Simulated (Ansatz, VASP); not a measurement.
One calculation of HgTe, two programs

```
Hg Te
1.0
     0.00000    3.07712    3.07712
     3.07712    0.00000    3.07712
     3.07712    3.07712    0.00000
Hg Te
1 1
Direct
  0.00000 0.00000 0.00000
  0.50000 0.50000 0.50000
```

Alike in both runs: task single point; functional PBE; k mesh 4 × 4 × 4; no spin polarisation.

```csv
,VASP,Ansatz
version,VASP 6.6.1,Ansatz 0.2.0
potentials or method,"VASP PAW PBE potentials, release 64 (Hg, Te)","scalar-relativistic, plane waves, PAW"
plane-wave cutoff (eV),520,420
occupations,"methfessel-paxton of order 1, width 0.0081 eV","cold, width 0.0081 eV"
valence electrons in the cell,18,36
```

|  | VASP | Ansatz | Ansatz less VASP |
| --- | --- | --- | --- |
| gap on the k mesh at the Fermi level (eV) | none | none | - |
| pressure (GPa) | 1.1 | 1.0 | -0.13 |

A gap of «none» marks a metal or a gap that the smearing closes. The two sets of potentials don't hold the same shells in valence.

Caveats: the k mesh is coarse (spacing up to 0.44 Å⁻¹), so the values aren't converged. The runs have no spin-orbit coupling, so splittings on Hg, Te are missing.
